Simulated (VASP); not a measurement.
# As in VASP: settings compared

Aim: see how the results for As move with the level of theory and the settings. Levels: PBE+D3(BJ), r2SCAN+rVV10. Tasks: relaxation of cell and atoms.

Program: VASP 6.6.1. These are calculated values, not measurements. Logs are shortened: lines on timing, memory, paths and dates and some standing lists are left out, and cuts for length are marked.

## Step 1: The slab as given

The cell holds a slab with vacuum, 2 atoms: a = 3.573 Å, b = 3.573 Å, c = 19.251 Å, α = 90.00°, β = 90.00°, γ = 120.00°.

The slab is cut from a database's or a generator's crystal, which needn't be the stable form of the element.

## Step 2: Relaxation of cell and atoms, PBE+D3(BJ)

INCAR reads:

```
PREC     = Accurate       # precision mode
ENCUT    = 600            # plane-wave cutoff, eV
EDIFF    = 1E-7           # SCF threshold, eV
ISMEAR   = 0              # smearing method
SIGMA    = 0.03           # smearing width, eV
LREAL    = F              # projectors in reciprocal space
LASPH    = T              # aspherical terms in the spheres
NELM     = 80             # most SCF steps
ALGO     = Normal         # electronic algorithm
ISIF     = 3              # what is computed and relaxed
LWAVE    = F              # write WAVECAR
LCHARG   = F              # write CHGCAR
GGA      = PE             # functional
IVDW     = 12             # dispersion correction
IBRION   = 2              # ionic algorithm
NSW      = 90             # ionic steps
EDIFFG   = -0.005         # ionic threshold
LATTICE_CONSTRAINTS= .TRUE. .TRUE. .FALSE.
```

KPOINTS reads:

```
Automatic mesh
0
Gamma
  9 9 1
```

POSCAR reads:

```
As                                      
1.0
    3.5732786691      0.0000000000      0.0000000000
   -1.7866393346      3.0945501027      0.0000000000
    0.0000000000      0.0000000000     19.2510060700
  As            
     2
Direct
     0.3333333300000021    0.6666666699999979    0.4635318843768530
     0.6666666699999979    0.3333333300000021    0.5364681156231470
```

Potentials or basis: VASP PAW PBE potentials, release 64 (As).

Run with:

```console
$ cat potpaw_PBE.64/As/POTCAR > POTCAR
$ mpirun -np 1 vasp_std > vasp.out
```

OUTCAR:

```text
PREC = Accurate
   ENCUT = 600
   EDIFF = 1E-7
   ISMEAR = 0
   LREAL = F
   LASPH = T
   NELM = 80
   ISIF = 3
   GGA = PE
   IVDW = 12
   IBRION = 2
   NSW = 90
   EDIFFG = -0.005
 IVDW          = 12

 ion  position               nearest neighbor table
   1  0.333  0.667  0.464-   2 2.50   2 2.50   2 2.50
   2  0.667  0.333  0.536-   1 2.50   1 2.50   1 2.50

  LATTYP: Found a hexagonal cell.
 ALAT       =     3.5732786691
 C/A-ratio  =     5.3874908320

  Lattice vectors:

 A1 = (   3.5732786691,   0.0000000000,   0.0000000000)
 A2 = (  -1.7866393346,   3.0945501027,   0.0000000000)
 A3 = (   0.0000000000,   0.0000000000,  19.2510060700)

Analysis of symmetry for initial positions (statically):
=====================================================================
 Subroutine PRICEL returns:
 Original cell was already a primitive cell.

 Routine SETGRP: Setting up the symmetry group for a
 hexagonal supercell.

 Subroutine GETGRP returns: Found 12 space group operations
 (whereof 12 operations were pure point group operations)
 out of a pool of 24 trial point group operations.

The static configuration has the point symmetry D_3d.

Analysis of symmetry for dynamics (positions and initial velocities):
=====================================================================
 Subroutine PRICEL returns:
 Original cell was already a primitive cell.

 Routine SETGRP: Setting up the symmetry group for a
 hexagonal supercell.

 Subroutine GETGRP returns: Found 12 space group operations
 (whereof 12 operations were pure point group operations)
 out of a pool of 24 trial point group operations.

The dynamic configuration has the point symmetry D_3d.

 Subroutine INISYM returns: Found 12 space group operations
 (whereof 12 operations are pure point group operations),
 and found     1 'primitive' translations

----------------------------------------------------------------------------------------

                                     Primitive cell

  volume of cell :     212.8717

  direct lattice vectors                    reciprocal lattice vectors
     3.573278669  0.000000000  0.000000000     0.279855027  0.161574375  0.000000000
    -1.786639335  3.094550103  0.000000000     0.000000000  0.323148751  0.000000000
     0.000000000  0.000000000 19.251006070     0.000000000  0.000000000  0.051945337

  length of vectors
     3.573278669  3.573278670 19.251006070     0.323148751  0.323148751  0.051945337

  position of ions in fractional coordinates (direct lattice)
     0.333333330  0.666666670  0.463531884
     0.666666670  0.333333330  0.536468116

  ion indices of the primitive-cell ions
   primitive index   ion index
                 1           1
                 2           2

----------------------------------------------------------------------------------------

 KPOINTS: Automatic mesh

Automatic generation of k-mesh.
 Grid dimensions read from file:
 generate k-points for:    9    9    1

 Generating k-lattice:

  Cartesian coordinates                     Fractional coordinates (reciprocal lattice)
     0.031095003  0.017952708  0.000000000     0.111111111 -0.000000000  0.000000000
     0.000000000  0.035905417  0.000000000     0.000000000  0.111111111  0.000000000
     0.000000000  0.000000000  0.051945337     0.000000000  0.000000000  1.000000000

  Length of vectors
     0.035905417  0.035905417  0.051945337

  Shift w.r.t. Gamma in fractional coordinates (k-lattice)
     0.000000000  0.000000000  0.000000000

 Subroutine IBZKPT returns following result:
 ===========================================

 Found     12 irreducible k-points:

 Following reciprocal coordinates:
[... 41 lines left out ...]
   PSTRESS=    0.0 pullay stress
   NELECT =      10.0000    total number of electrons
   NUPDOWN=      -1.0000    fix difference up-down
   EMIN   =  10.00;   EMAX   =-10.00  energy-range for DOS
   EFERMI =   0.00;   METHOD = LEGACY
   ISMEAR =     0;   SIGMA  =   0.03  broadening in eV -4-tet -1-fermi 0-gaus
   EFERMI_NEDOS =   21; number of points for ismear=-14 and -15
   IALGO  =     38    algorithm
   IMIX   =      4    mixing-type and parameters
     AMIX     =   0.40;   BMIX     =  1.00
     AMIX_MAG =   1.60;   BMIX_MAG =  1.00
  volume/ion in A,a.u.               =     106.44       718.26
  Fermi-wavevector in a.u.,A,eV,Ry     =   0.590703  1.116266  4.747475  0.348930
  Thomas-Fermi vector in A             =   1.638847
   LORBIT       =      0    0 simple, 1 ext, 2 COOP (PROOUT), +10 PAW based schemes
   GGA     = PE    functional components
   LHFCALC =     F    Hartree Fock is set to
   AEXX    =    0.0000 exact exchange contribution
   IVDW    =    12    specifies the selected vdW correction
   LEPSILON=     F    determine dielectric tensor
   LRPA    =     F    only Hartree local field effects (RPA)
 conjugate gradient relaxation of ions
 non-spin polarized calculation
 Gauss-broadening in eV      SIGMA  =   0.03
  energy-cutoff  :      600.00
  volume of cell :      212.87
 maximum number of plane-waves:      7173
 NGX is ok and might be reduce to    30
   NGX = 15   NGY = 15   NGZ = 77

--------------------------------------- Ionic step        1  -------------------------------------------

 number of electron      10.0000000 magnetization

 Free energy of the ion-electron system (eV)
  ---------------------------------------------------
  ext. energy  EPLUGINS =         0.00000000
  ---------------------------------------------------
  free energy    TOTEN  =        -9.32708235 eV

  energy without entropy =       -9.32708235  energy(sigma->0) =       -9.32708235

------------------------ aborting loop because EDIFF is reached ----------------------------------------

 Edisp (eV)   -0.42343

 E8    (eV) :    -0.1920

  FORCE on cell =-STRESS in cart. coord.  units (eV):
  Direction    XX          YY          ZZ          XY          YZ          ZX
  --------------------------------------------------------------------------------------
  -------------------------------------------------------------------------------------
  Total       0.01193     0.01193    -0.00454    -0.00000     0.00000     0.00000
  in kB       0.08979     0.08979    -0.03421    -0.00000     0.00000     0.00000
  external pressure =        0.05 kB  Pullay stress =        0.00 kB

 VOLUME and BASIS-vectors are now :
 -----------------------------------------------------------------------------
  energy-cutoff  :      600.00
  volume of cell :      212.87
      direct lattice vectors                 reciprocal lattice vectors
     3.573278669  0.000000000  0.000000000     0.279855027  0.161574375  0.000000000
    -1.786639335  3.094550103  0.000000000     0.000000000  0.323148751  0.000000000
     0.000000000  0.000000000 19.251006070     0.000000000  0.000000000  0.051945337

 POSITION                                       TOTAL-FORCE (eV/Angst)
 -----------------------------------------------------------------------------------
     -0.00000      2.06303      8.92346         0.000000     -0.000000      0.000970
      1.78664      1.03152     10.32755        -0.000000      0.000000     -0.000970
 -----------------------------------------------------------------------------------
    total drift:                                0.000000     -0.000000      0.000000

  FREE ENERGIE OF THE ION-ELECTRON SYSTEM (eV)
  ---------------------------------------------------
  free  energy   TOTEN  =        -9.7505128734 eV

  energy  without entropy=       -9.7505128734  energy(sigma->0) =       -9.75051287

--------------------------------------- Ionic step        2  -------------------------------------------

 number of electron      10.0000000 magnetization

 Free energy of the ion-electron system (eV)
  ---------------------------------------------------
  ext. energy  EPLUGINS =         0.00000000
  ---------------------------------------------------
  free energy    TOTEN  =        -9.32733380 eV

  energy without entropy =       -9.32733380  energy(sigma->0) =       -9.32733380

 E-fermi :  -3.0774     XC(G=0):  -2.7292

 val. band max:       -3.2744898566   @ k =   0.0000   0.0000   0.0000
 cond. band min:      -1.7449568098   @ k =   0.3333   0.0000   0.0000
 fundamental gap:      1.5295330468
 Fermi energy:        -3.0774310075

 k-point     1 :       0.0000    0.0000    0.0000
  band No.  band energies     occupation
      1     -16.9375      2.00000
      2     -10.5874      2.00000
      3      -3.9967      2.00000
      4      -3.2745      2.00000
      5      -3.2745      2.00000
      6      -1.2577      0.00000
      7       0.2203      0.00000
      8       0.2203      0.00000
      9       1.4808      0.00000
[... 121 lines left out ...]
 k-point    12 :       0.3333    0.3333    0.0000
  band No.  band energies     occupation
      1     -13.3075      2.00000
      2     -13.3075      2.00000
      3      -7.7791      2.00000
      4      -5.3795      2.00000
      5      -5.3795      2.00000
      6      -1.4188      0.00000
      7       1.2153      0.00000
      8       1.2153      0.00000
      9       4.7337      0.00000

------------------------ aborting loop because EDIFF is reached ----------------------------------------

 Edisp (eV)   -0.42318

 E8    (eV) :    -0.1919

  FORCE on cell =-STRESS in cart. coord.  units (eV):
  Direction    XX          YY          ZZ          XY          YZ          ZX
  --------------------------------------------------------------------------------------
  -------------------------------------------------------------------------------------
  Total      -0.00201    -0.00201    -0.00872     0.00000     0.00000     0.00000
  in kB      -0.01514    -0.01514    -0.06560     0.00000     0.00000     0.00000
  external pressure =       -0.03 kB  Pullay stress =        0.00 kB

 VOLUME and BASIS-vectors are now :
 -----------------------------------------------------------------------------
  energy-cutoff  :      600.00
  volume of cell :      212.99
      direct lattice vectors                 reciprocal lattice vectors
     3.574306954 -0.000000000  0.000000000     0.279774517  0.161527892  0.000000000
    -1.787153477  3.095440624  0.000000000     0.000000000  0.323055785  0.000000000
     0.000000000  0.000000000 19.251006070     0.000000000  0.000000000  0.051945337

 POSITION                                       TOTAL-FORCE (eV/Angst)
 -----------------------------------------------------------------------------------
     -0.00000      2.06363      8.92350         0.000000     -0.000000      0.003500
      1.78715      1.03181     10.32750        -0.000000      0.000000     -0.003500
 -----------------------------------------------------------------------------------
    total drift:                               -0.000000      0.000000      0.000000

  FREE ENERGIE OF THE ION-ELECTRON SYSTEM (eV)
  ---------------------------------------------------
  free  energy   TOTEN  =        -9.7505151473 eV

  energy  without entropy=       -9.7505151473  energy(sigma->0) =       -9.75051515

 reached required accuracy - stopping structural energy minimisation
```

Wall time 38 s (1 thread of AMD EPYC 9R45 (Zen 5), shared host); peak memory 0.36 GiB.

Results:

| Property | Result |
| --- | --- |
| Free energy | -9.7505 eV |
| Relaxed volume | 106.50 Å³/atom |
| Relaxed cell | a = 3.574 Å, b = 3.574 Å, c = 19.251 Å, α = 90.00°, β = 90.00°, γ = 120.00° |
| Space group after relaxing (to 0.05 Å) | P-3m1 (No. 164) |
| Energy gained by relaxing | 0.0 meV/atom |
| Ionic steps | 2 |
| Largest force after relaxing | 0.004 eV/Å |
| Band gap on the k mesh | 1.53 eV, indirect (least direct gap 2.02 eV) |
| Dispersion energy per atom | -0.212 eV |

Forces on the atoms (eV/Å):
```
As   0.000  0.000  0.004
As   0.000  0.000 -0.004
```

Final structure:
```xyz
2
Lattice="3.5743 0.0000 0.0000 -1.7872 3.0954 0.0000 0.0000 0.0000 19.2510" Properties=species:S:1:pos:R:3 pbc="T T T"
As    0.0000    2.0636    8.9235
As    1.7872    1.0318   10.3275
```

Levels at points of the mesh, in eV from the valence-band top:
```tsv
k point	band 1	band 2	band 3	band 4	band 5	band 6	band 7	band 8	band 9
(0.00, 0.00, 0.00)	-13.66	-7.31	-0.72	0.00	0.00	2.02	3.49	3.49	4.76
```

(Continued in part 2 of 2.)
